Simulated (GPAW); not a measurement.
LiCl:

```xyz
2
Lattice="0.0000 2.5648 2.5648 2.5648 0.0000 2.5648 2.5648 2.5648 0.0000" Properties=species:S:1:pos:R:3 pbc="T T T"
Cl    2.5648    2.5648    2.5648
Li    0.0000    0.0000    0.0000
```

```yaml
Program: GPAW 26.7.0
Task: single point
Functional: PBEsol
Potentials_or_basis: PAW data sets generated in the run's folder for this functional
Cutoff: 800 eV
Basis: pw
k_mesh: 9 × 9 × 9
Occupations: fermi-dirac, width 0.05 eV
Spin: no spin polarisation
```

On this cell: pressure -1.2 GPa; largest force zero by symmetry; band gap on the k mesh 6.12 eV, direct.

The same run follows on a disturbed copy (atoms moved at random, drawn with an rms of 0.05 Å):

```xyz
2
Lattice="0.0000 2.5648 2.5648 2.5648 0.0000 2.5648 2.5648 2.5648 0.0000" Properties=species:S:1:pos:R:3 pbc="T T T"
Cl    2.5691    2.5031    2.6018
Li   -0.0491    0.0281   -0.0393
```

Task: What does the disturbed cell give?

Result: The energy moves by +3.1 meV/atom; pressure -1.0 GPa; largest force 0.097 eV/Å; band gap on the k mesh 6.11 eV, direct.

Forces on the atoms (eV/Å):
```
Cl  -0.038  0.069 -0.057
Li   0.038 -0.069  0.057
```

Stress tensor (GPa, compression positive):
```
-1.10  0.01 -0.01
 0.01 -0.87  0.02
-0.01  0.02 -0.97
```

Caveats: an odd mesh through Γ misses points on the zone boundary, where band edges often lie.
